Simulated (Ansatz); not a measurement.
Hf: one input, then a changed one

The cell is COD entry 9008501, as deposited and not checked against the literature; nothing was relaxed. The listed cell was then made from it by scaling, straining or moving an atom.

First run: DFT, PBE, PAW with Ansatz's default frozen-core files, scalar-relativistic (Ansatz 0.2.0).

Command: `ansatz run input.yaml --threads 1 --pin off --max-ram 2048MiB --backend cpu --events-out ev --progress --plain --runs-dir out` The run took 7.1 s on 1 thread of Arm Neoverse V1, with other jobs on the host, peak memory 0.42 GiB.

```yaml
crystal:
  lattice:
    - [3.1808339174, 0.0, 0.0]
    - [-1.5904169587, 2.7546829777, 0.0]
    - [0.0, 0.0, 5.108378]
  atoms:
    - { symbol: Hf, position: [0.3333333333, 0.6666666667, 0.25] }
    - { symbol: Hf, position: [0.6666666667, 0.3333333333, 0.75] }
kpoints:
  mp_grid: { grid: [13, 13, 7] }
scf:
  occupations: { method: fermi_dirac, width: 0.05 }
hamiltonian:
  xc: pbe
  pseudopotentials: { kind: paw }
output:
  forces: true
  stress: true
  eigenvalues: true
  efg: { contact_densities: true }
```

Result: converged; pressure 0.74 GPa; no gap on the k mesh; 6 SCF iterations.

Spin–orbit coupling is left out, though it moves levels of the heavy atoms by tenths of an eV or more.

A second input differs as follows:

```diff
@@ -11,4 +11,6 @@
 scf:
   occupations: { method: fermi_dirac, width: 0.05 }
+  convergence: { dr2_threshold: 1.0e-20 }
+  max_iter: 75
 hamiltonian:
   xc: pbe
```

Does the change harm the result?

Not here: the run converged; energy at zero smearing 0.0 meV/atom from the first run; pressure 0.74 GPa; no gap on the k mesh; 17 SCF iterations, so the odd setting did no harm in this case.
